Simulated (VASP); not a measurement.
# VN (Fm-3m) in VASP: a series of runs, part 2 of 2

VASP 6.6.1. The steps go on from the part before.

## 4. Relaxation of cell and atoms, PBE

File INCAR:

```
SYSTEM = VN
PREC = Accurate
ENCUT = 600
EDIFF = 1E-6
ISMEAR = 1
SIGMA = 0.1
LREAL = .FALSE.
LASPH = .TRUE.
NELM = 80
ALGO = Normal
ISIF = 3
LWAVE = .FALSE.
LCHARG = .FALSE.
GGA = PE
IBRION = 2
NSW = 90
EDIFFG = -0.01
```

File KPOINTS:

```
regular mesh
0
G
  16 16 16
  0 0 0
```

File POSCAR:

```
VN
1.0
    0.0000000000      2.0640000000      2.0640000000
    2.0640000000      0.0000000000      2.0640000000
    2.0640000000      2.0640000000      0.0000000000
V N
1 1
Direct
    0.0000000000      0.0000000000      0.0000000000
    0.5000000000      0.5000000000      0.5000000000
```

Potentials or basis: VASP PAW PBE potentials, release 64 (V_sv, N).

Started as:

```sh
> cat potpaw_PBE.64/V_sv/POTCAR potpaw_PBE.64/N/POTCAR > POTCAR
> mpirun -np 1 vasp_std > vasp.out
```

OUTCAR:

```text
SYSTEM = VN
   PREC = Accurate
   ENCUT = 600
   EDIFF = 1E-6
   ISMEAR = 1
   LREAL = .FALSE.
   LASPH = .TRUE.
   NELM = 80
   ISIF = 3
   GGA = PE
   IBRION = 2
   NSW = 90
   EDIFFG = -0.01

 ion  position               nearest neighbor table
   1  0.000  0.000  0.000-   2 2.06   2 2.06   2 2.06   2 2.06   2 2.06   2 2.06
   2  0.500  0.500  0.500-   1 2.06   1 2.06   1 2.06   1 2.06   1 2.06   1 2.06

  LATTYP: Found a face centered cubic cell.
 ALAT       =     4.1280000000

  Lattice vectors:

 A1 = (   0.0000000000,   2.0640000000,   2.0640000000)
 A2 = (   2.0640000000,   0.0000000000,   2.0640000000)
 A3 = (   2.0640000000,   2.0640000000,   0.0000000000)

Analysis of symmetry for initial positions (statically):
=====================================================================
 Subroutine PRICEL returns:
 Original cell was already a primitive cell.

 Routine SETGRP: Setting up the symmetry group for a
 face centered cubic supercell.

 Subroutine GETGRP returns: Found 48 space group operations
 (whereof 48 operations were pure point group operations)
 out of a pool of 48 trial point group operations.

The static configuration has the point symmetry O_h .

Analysis of symmetry for dynamics (positions and initial velocities):
=====================================================================
 Subroutine PRICEL returns:
 Original cell was already a primitive cell.

 Routine SETGRP: Setting up the symmetry group for a
 face centered cubic supercell.

 Subroutine GETGRP returns: Found 48 space group operations
 (whereof 48 operations were pure point group operations)
 out of a pool of 48 trial point group operations.

The dynamic configuration has the point symmetry O_h .

 Subroutine INISYM returns: Found 48 space group operations
 (whereof 48 operations are pure point group operations),
 and found     1 'primitive' translations

----------------------------------------------------------------------------------------

                                     Primitive cell

  volume of cell :      17.5857

  direct lattice vectors                    reciprocal lattice vectors
     0.000000000  2.064000000  2.064000000    -0.242248062  0.242248062  0.242248062
     2.064000000  0.000000000  2.064000000     0.242248062 -0.242248062  0.242248062
     2.064000000  2.064000000  0.000000000     0.242248062  0.242248062 -0.242248062

  length of vectors
     2.918936793  2.918936793  2.918936793     0.419585951  0.419585951  0.419585951

  position of ions in fractional coordinates (direct lattice)
     0.000000000  0.000000000  0.000000000
     0.500000000  0.500000000  0.500000000

  ion indices of the primitive-cell ions
   primitive index   ion index
                 1           1
                 2           2

----------------------------------------------------------------------------------------

 KPOINTS: regular mesh

Automatic generation of k-mesh.
 Grid dimensions read from file:
 generate k-points for:   16   16   16

 Generating k-lattice:

  Cartesian coordinates                     Fractional coordinates (reciprocal lattice)
[... 47 lines left out ...]
   ions per type =               1   1
   NGX,Y,Z   is equivalent  to a cutoff of  13.67, 13.67, 13.67 a.u.
   NGXF,Y,Z  is equivalent  to a cutoff of  27.34, 27.34, 27.34 a.u.
 SYSTEM =  VN
   PREC   = accura    normal or accurate (medium, high low for compatibility)
   ISTART =      0    job   : 0-new  1-cont  2-samecut
   ICHARG =      2    charge: 1-file 2-atom 10-const
   ISPIN  =      1    spin polarized calculation?
   LNONCOLLINEAR =      F non collinear calculations
   LSORBIT =      F    spin-orbit coupling
   LASPH  =      T    aspherical Exc in radial PAW
   ENCUT  =  600.0 eV  44.10 Ry    6.64 a.u.   5.83  5.83  5.83*2*pi/ulx,y,z
   NELM   =     80;   NELMIN=  2; NELMDL= -5     # of ELM steps
   EDIFF  = 0.1E-05   stopping-criterion for ELM
   LREAL  =      F    real-space projection
   EDIFFG = -.1E-01   stopping-criterion for IOM
   NSW    =     90    number of steps for IOM
   IBRION =      2    ionic relax: 0-MD 1-quasi-New 2-CG
   NFREE  =      1    steps in history (QN), initial steepest desc. (CG)
   ISIF   =      3    stress and relaxation
   ISYM   =      2    0-nonsym 1-usesym 2-fastsym
   POTIM  = 0.5000    time-step for ionic-motion
   TEBEG  =    0.0;   TEEND  =   0.0 temperature during run
   PSTRESS=    0.0 pullay stress
   NELECT =      18.0000    total number of electrons
   NUPDOWN=      -1.0000    fix difference up-down
   EMIN   =  10.00;   EMAX   =-10.00  energy-range for DOS
   EFERMI =   0.00;   METHOD = LEGACY
   ISMEAR =     1;   SIGMA  =   0.10  broadening in eV -4-tet -1-fermi 0-gaus
   EFERMI_NEDOS =   21; number of points for ismear=-14 and -15
   IALGO  =     38    algorithm
   IMIX   =      4    mixing-type and parameters
     AMIX     =   0.40;   BMIX     =  1.00
     AMIX_MAG =   1.60;   BMIX_MAG =  1.00
  volume/ion in A,a.u.               =       8.79        59.34
  Fermi-wavevector in a.u.,A,eV,Ry     =   1.649856  3.117775 37.035385  2.722024
  Thomas-Fermi vector in A             =   2.738904
   LORBIT       =      0    0 simple, 1 ext, 2 COOP (PROOUT), +10 PAW based schemes
   GGA     = PE    functional components
   LHFCALC =     F    Hartree Fock is set to
   AEXX    =    0.0000 exact exchange contribution
   IVDW    =     0    specifies the selected vdW correction
   LEPSILON=     F    determine dielectric tensor
   LRPA    =     F    only Hartree local field effects (RPA)
 conjugate gradient relaxation of ions
 non-spin polarized calculation
 Methfessel and Paxton  Order N= 1 SIGMA  =   0.10
  energy-cutoff  :      600.00
  volume of cell :       17.59
 maximum number of plane-waves:       604
   NGX = 11   NGY = 11   NGZ = 11

--------------------------------------- Ionic step        1  -------------------------------------------

 number of electron      18.0000004 magnetization

 Free energy of the ion-electron system (eV)
  ---------------------------------------------------
  ext. energy  EPLUGINS =         0.00000000
  ---------------------------------------------------
  free energy    TOTEN  =       -19.30254969 eV

  energy without entropy =      -19.30237568  energy(sigma->0) =      -19.30249169

------------------------ aborting loop because EDIFF is reached ----------------------------------------

  FORCE on cell =-STRESS in cart. coord.  units (eV):
  Direction    XX          YY          ZZ          XY          YZ          ZX
  --------------------------------------------------------------------------------------
  -------------------------------------------------------------------------------------
  Total       -0.2242636     -0.2242636     -0.2242636      0.0000000      0.0000000      0.0000000
  in kB      -20.4319711    -20.4319711    -20.4319711      0.0000000      0.0000000      0.0000000
  external PRESSURE =     -20.4319711 kB  Pullay stress =       0.0000000 kB
[... 59 lines left out ...]
--------------------------------------- Ionic step        3  -------------------------------------------

 number of electron      18.0000005 magnetization

 Free energy of the ion-electron system (eV)
  ---------------------------------------------------
  ext. energy  EPLUGINS =         0.00000000
  ---------------------------------------------------
  free energy    TOTEN  =       -19.30328349 eV

  energy without entropy =      -19.30310912  energy(sigma->0) =      -19.30322537

 E-fermi :  12.0234     XC(G=0): -13.6151

 val. band max:       11.9924664760   @ k =   0.3125   0.0625   0.0000
 cond. band min:      12.0299163465   @ k =  -0.4375   0.1875   0.0000
 fundamental gap:      0.0374498706
 Fermi energy:        12.0234008172

 k-point     1 :       0.0000    0.0000    0.0000
  band No.  band energies     occupation
      1     -53.4420      2.00000
      2     -27.0753      2.00000
      3     -27.0753      2.00000
      4     -27.0753      2.00000
      5      -5.9939      2.00000
      6       9.7549      2.00000
      7       9.7549      2.00000
      8       9.7549      2.00000
      9      10.4540      2.00000
     10      10.4540      2.00000
     11      10.4540      2.00000
     12      11.5207      2.00000
     13      11.5207      2.00000
[... 354 lines left out ...]
  band No.  band energies     occupation
      1     -53.4347      2.00000
      2     -27.1218      2.00000
      3     -27.0879      2.00000
      4     -27.0765      2.00000
      5      -5.7834      2.00000
      6       8.4799      2.00000
      7       8.6840      2.00000
      8       8.9962      2.00000
      9      10.5643      2.00000
     10      10.9970      2.00000
     11      11.0888      2.00000
     12      12.0894      0.10999
     13      12.8273     -0.00000

 [... further k-points ...]
[... 5 lines left out ...]
  --------------------------------------------------------------------------------------
  -------------------------------------------------------------------------------------
  Total        0.0004089      0.0004089      0.0004089      0.0000000     -0.0000000      0.0000000
  in kB        0.0374962      0.0374962      0.0374962      0.0000000     -0.0000000      0.0000000
  external PRESSURE =       0.0374962 kB  Pullay stress =       0.0000000 kB
[... 17 lines left out ...]
  FREE ENERGIE OF THE ION-ELECTRON SYSTEM (eV)
  ---------------------------------------------------
  free  energy   TOTEN  =       -19.3032834939 eV

  energy  without entropy=      -19.3031091235  energy(sigma->0) =      -19.30322537

 reached required accuracy - stopping structural energy minimisation
```

CONTCAR:

```text
VN
   1.00000000000000
     0.0000000000000000    2.0595729705825412    2.0595729705825412
     2.0595729705825412   -0.0000000000000000    2.0595729705825412
     2.0595729705825412    2.0595729705825412    0.0000000000000000
  V               N
     1     1
Direct
     0.0000000000000000    0.0000000000000000    0.0000000000000000
     0.5000000000000000    0.5000000000000000    0.5000000000000000

  0.00000000E+00  0.00000000E+00  0.00000000E+00
  0.00000000E+00  0.00000000E+00  0.00000000E+00
```

Wall time 43 s (1 thread of Intel Xeon 6975P-C (Granite Rapids), shared host); peak memory 0.17 GiB.

Results:

```yaml
Free_energy: -19.3033 eV
Relaxed_volume: 8.74 Å³/atom
Relaxed_cell: a = 2.913 Å, b = 2.913 Å, c = 2.913 Å, α = 60.00°, β = 60.00°, γ = 60.00°
Space_group_after_relaxing_to_0.05_Å: Fm-3m (No. 225)
Energy_gained_by_relaxing: 0.4 meV/atom
Ionic_steps: 3
Pressure_after_relaxing: 0.0 GPa
```

The path:
```
step  energy change (eV)  largest force (eV/Å)  pressure (GPa)  volume (Å³)
   1              0.0000                0.0000           -2.04        17.59
   2              0.0009                0.0000            3.01        17.30
   3             -0.0007                0.0000            0.00        17.47
```

Final structure:
```yaml
crystal:
  lattice:
    - [0.00000, 2.05957, 2.05957]
    - [2.05957, 0.00000, 2.05957]
    - [2.05957, 2.05957, 0.00000]
  atoms:
    - { symbol: V, position: [0.00000, 0.00000, 0.00000] }
    - { symbol: N, position: [0.50000, 0.50000, 0.50000] }
```

Levels at points of the mesh, in eV from the Fermi level:
| k point | band 7 | band 8 | band 9 | band 10 | band 11 | band 12 |
| --- | --- | --- | --- | --- | --- | --- |
| (0.00, 0.00, 0.00) | -2.27 | -2.27 | -1.57 | -1.57 | -1.57 | -0.50 |
| (0.50, 0.00, 0.00) | -6.13 | -6.13 | 0.56 | 0.56 | 1.43 | 4.97 |
| (0.50, 0.50, 0.00) | -3.86 | -3.70 | -3.70 | 0.47 | 1.18 | 1.18 |

Caveat: the bands computed are all filled at some k points, so no gap is given; the run has no spin polarisation, though such a crystal can be magnetic.

## 5. Relaxation of cell and atoms, PBE

This run uses another cell than the first one, of 8.74 Å³/atom, 0.994 times its volume.

INCAR, as its differences from that of step 4:

```diff
@@ -3,3 +3,3 @@
 ENCUT = 600
-EDIFF = 1E-6
+EDIFF = 1E-7
 ISMEAR = 1
@@ -16,2 +16,2 @@
 NSW = 90
-EDIFFG = -0.01
+EDIFFG = -0.005
```

KPOINTS is that of step 4.

File POSCAR:

```
VN                                      
1.0
    0.0000000000      2.0595729706      2.0595729706
    2.0595729706     -0.0000000000      2.0595729706
    2.0595729706      2.0595729706      0.0000000000
  V               N             
     1     1
Direct
     0.0000000000000000    0.0000000000000000    0.0000000000000000
     0.5000000000000000    0.5000000000000000    0.5000000000000000
```

Started as:

```sh
> cat potpaw_PBE.64/V_sv/POTCAR potpaw_PBE.64/N/POTCAR > POTCAR
> mpirun -np 1 vasp_std > vasp.out
```

It took 20 s on 1 thread of Intel Xeon 6975P-C (Granite Rapids), shared host; peak memory 0.17 GiB.

The run converged. Its results:

```
Free energy             : -19.3030 eV
Pressure after relaxing : 0.0 GPa
```

Final structure:
```cif
data_structure
_symmetry_space_group_name_H-M 'P 1'
_symmetry_Int_Tables_number 1
_cell_length_a 2.9127
_cell_length_b 2.9127
_cell_length_c 2.9127
_cell_angle_alpha 60.000
_cell_angle_beta 60.000
_cell_angle_gamma 60.000
_cell_volume 17.47
loop_
_atom_site_label
_atom_site_type_symbol
_atom_site_fract_x
_atom_site_fract_y
_atom_site_fract_z
_atom_site_occupancy
V1 V 0.00000 0.00000 0.00000 1
N1 N 0.50000 0.50000 0.50000 1
```

Levels at points of the mesh, in eV from the Fermi level:
```csv
k point,band 6,band 7,band 8,band 9,band 10,band 11,band 12,band 13
"(0.00, 0.00, 0.00)",-2.27,-2.27,-2.27,-1.57,-1.57,-1.57,-0.50,-0.50
"(0.50, 0.00, 0.00)",-8.94,-6.13,-6.13,0.56,0.56,1.43,4.97,4.97
"(0.50, 0.50, 0.00)",-6.71,-3.86,-3.70,-3.70,0.47,1.18,1.18,2.66
```

Caveat: the relaxation stopped at its first step, so nothing moved; the bands computed are all filled at some k points, so no gap is given; the run has no spin polarisation, though such a crystal can be magnetic.
